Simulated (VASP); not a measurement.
AlAs:

```
Al As
1.0
     0.00000    2.84088    2.84088
     2.84088    0.00000    2.84088
     2.84088    2.84088    0.00000
Al As
1 1
Cartesian
  0.0000 0.0000 0.0000
  1.4204 1.4204 1.4204
```

Base run:

| Quantity | Value |
| --- | --- |
| Program | VASP 6.6.1 |
| Functional | PBE-EpsX |
| Potentials or basis | VASP PAW PBE potentials, release 64 (Al, As) |
| Cutoff | 520 eV |
| k mesh | 6 × 6 × 6 |
| Occupations | gaussian, width 0.03 eV |
| Spin | no spin polarisation |

Its results: band gap on the k mesh 1.97 eV, indirect (least direct gap 2.57 eV); pressure 1.0 GPa.

Problem. The run is repeated on the same cell with these changes: functional from PBE-EpsX to PBE0. What comes out?

Solution. Band gap on the k mesh 2.76 eV, indirect (least direct gap 3.48 eV); pressure -0.3 GPa.

Caveats: the PAW data sets were made with another functional, which shifts forces and pressure a little.
